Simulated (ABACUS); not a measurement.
La, 1 atom in the cell. Symmetry: Im-3m, No. 229, cubic system. Conventional cell: a = 4.248 Å, b = 4.248 Å, c = 4.248 Å, α = 90.00°, β = 90.00°, γ = 90.00°. La (site symmetry m-3m) is surrounded by 8 La at 3.68 Å. This isn't the form of La at room conditions, which is double hcp.

| Property | Result |
| --- | --- |
| Program | ABACUS 3.10.1 |
| Task | single point |
| Functional | PBE |
| Potentials or basis | PseudoDojo NC SR 0.5 PBE standard |
| Cutoff | 1510 eV |
| Density cutoff | 6041 eV |
| Basis | DZP LCAO (the cutoffs set its grid) |
| k mesh | 8 × 8 × 8 |
| Occupations | fermi-dirac, width 0.05 eV |
| Spin | no spin polarisation |
| Orbital files | La La_confined-atom_8au_3s2p2d1f.orb |
| Radial cutoff of the potentials (pseudo_rcut) | 10 bohr |
| SCF threshold on the density | 1e-07 |
| Max SCF steps | 100 |
| Eigensolver | genelpa |
| Mixing | broyden |
| Mixing share | 0.7 |
| Symmetry key | 1 |
| Bands | 16 |

Potentials or basis: PseudoDojo NC SR 0.5 PBE standard, DZP LCAO (the cutoffs set its grid).

Launch:

```sh
$ OMP_NUM_THREADS=1 mpirun -np 4 abacus > log
```

Hardware: 4 MPI ranks on AMD EPYC 9R14 (Zen 4), with other jobs on the host.

**Question.** How long does it take, and how much memory?

**Answer.** Wall time 2.5 s on 4 MPI ranks on AMD EPYC 9R14 (Zen 4), on a shared host, peak memory 0.4 GiB a rank. Counts: scf iterations 7, k points 29, bands 16, basis 26, ranks 4.
